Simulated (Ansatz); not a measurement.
Runs of Ansatz 0.2.0 on Zn. It takes space group Fm-3m (No. 225, cubic). Conventional cell: a = 3.930 Å, b = 3.930 Å, c = 3.930 Å, α = 90.00°, β = 90.00°, γ = 90.00°. Around Zn (site symmetry m-3m) lie 12 Zn at 2.78 Å. This isn't the form of Zn at room conditions, which is hcp.

```tsv
task	level	potentials or basis	spin	cell	k mesh	cutoff (eV)	smearing	scf mixing preconditioner	moments locked	scf mixing algorithm	scf mixing beta	basis error allowed	other keys	mesh quality	gap on the mesh (eV)	pressure (GPa)	moment (μB)	V0 of scaled cells (Å³/atom)	B0 (GPa)
band structure	BLYP+D4	all-electron LAPW, scalar-relativistic	collinear, random start	as given	12 × 12 × 12	259	fermi-dirac 0.15 eV	-	-	-	-	0.0005 eV/atom	-	not flagged	-	-0.2	0.00	-	-
equation of state	PBE	all-electron LAPW, scalar-relativistic	off	as given	12 × 12 × 12	-	fermi-dirac 0.05 eV	-	-	-	-	0.0005 eV/atom	-	not flagged	-	-	-	15.13	68
equation of state	rPW86-PBE+D3(BJ)+ATM	all-electron LAPW, non-relativistic	off	as given	12 × 12 × 12	-	fermi-dirac 0.15 eV	-	-	-	-	0.002 eV/atom	-	not flagged	-	-	-	15.52	(a)
single point	PBE	all-electron LAPW, scalar-relativistic	off	as given	5 × 5 × 5	210	fermi-dirac 0.04 eV	-	-	-	-	0.003 eV/atom	-	coarse	none	1.2	-	-	-
projected density of states	BLYP+D3(BJ)+ATM	all-electron LAPW, inner shells corrected to Dirac's equation	collinear, ferromagnetic start, moments held on the sites	as given	12 × 12 × 12	221	tetrahedron	kerker_dos	each atom's moment, at its start value	-	-	0.002 eV/atom	scf.mixing.preconditioner = kerker_dos	not flagged	-	-	0.64	-	-
electrostatic potential	revPBE-LDA	all-electron PAW datasets made for the crystal	collinear, ferromagnetic start	as given	12 × 12 × 12	240	cold 0.1 eV	-	-	broyden	0.9	-	scf.mixing.algorithm = broyden; scf.mixing.beta = 0.9	not flagged	none	(b)	0.00	-	-
single point	PBE	all-electron LAPW, scalar-relativistic	off	as given	12 × 12 × 12	240	fermi-dirac 0.05 eV	-	-	-	-	0.001 eV/atom	-	not flagged	none	-0.2	-	-	-
single point	PBE	all-electron LAPW, scalar-relativistic	off	cell strained at random at fixed volume	12 × 12 × 12	249	fermi-dirac 0.05 eV	-	-	-	-	0.001 eV/atom	-	not flagged	none	0.0	-	-	-
```

Question: Fill in the values left out.

Answer: (a) 64; (b) 11.6.

Caveats: some runs use coarse meshes; pairwise dispersion overbinds metals, which lowers pressure and volume (some runs); the starting moments weren't kept (some runs); the program warned that the printed levels may be off, so bands, gaps and densities of states are rough (some runs); the SCF stop doesn't bound the stress (some runs); each atom's moment is held at its typed value, so this isn't a free magnetic state (some runs); with tetrahedron occupations forces and stress needn't match the slope of the energy (some runs).

A gap of «none» marks a metal or a gap under the smearing width.

The runs don't all hold the same shells in valence.
